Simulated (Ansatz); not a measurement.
**Convergence test, C**

These are results of DFT PBE, scalar-relativistic, plane waves, PAW (Ansatz 0.2.0), not measurements.

```cif
data_structure
_symmetry_space_group_name_H-M 'P 1'
_symmetry_Int_Tables_number 1
_cell_length_a 3.9665
_cell_length_b 3.5661
_cell_length_c 2.4560
_cell_angle_alpha 80.086
_cell_angle_beta 62.329
_cell_angle_gamma 37.586
_cell_volume 17.49
loop_
_atom_site_label
_atom_site_type_symbol
_atom_site_fract_x
_atom_site_fract_y
_atom_site_fract_z
_atom_site_occupancy
C1 C 0.16667 0.83333 0.16667 1
C2 C 0.83333 0.16667 0.83333 1
```

```json
{
  "plane-wave cutoff": "420 eV",
  "occupation rule": "Gaussian smearing, 0.02 eV",
  "spin treatment": "unpolarised"
}
```

The atoms stay fixed while the k-point mesh is varied. ΔE is the energy extrapolated to zero smearing, less that of the reference run (20×20×20). The cell isn't necessarily relaxed at this level. The meshes are Γ-centred. Pressure is positive in compression.

Question: One run gave ΔE = 4446 meV/atom and P = 51.92 GPa. Which k-point mesh did it use, of 1×1×1, 4×4×4, 6×6×6, 8×8×8, 10×10×10, 12×12×12, 14×14×14, 16×16×16?

Answer: 1×1×1. All runs:

```csv
mesh,ΔE (meV/atom),P (GPa),largest change of a force component (eV/Å),gap on mesh (eV),irreducible points
1×1×1,4446,51.92,0.020,5.780,1
4×4×4,-15.2,4.08,0.007,2.562,18
6×6×6,15.1,4.65,0.004,0.225,46
8×8×8,-0.25,4.60,0.024,1.061,95
10×10×10,-1.42,4.59,0.037,0.912,171
12×12×12,1.02,4.59,0.014,0.005,280
14×14×14,-0.18,4.60,0.009,0.356,428
16×16×16,-0.11,4.60,0.039,0.210,621
20×20×20,0.00,4.60,0.000,0.023,1166
```

This form isn't the element's structure at ambient conditions.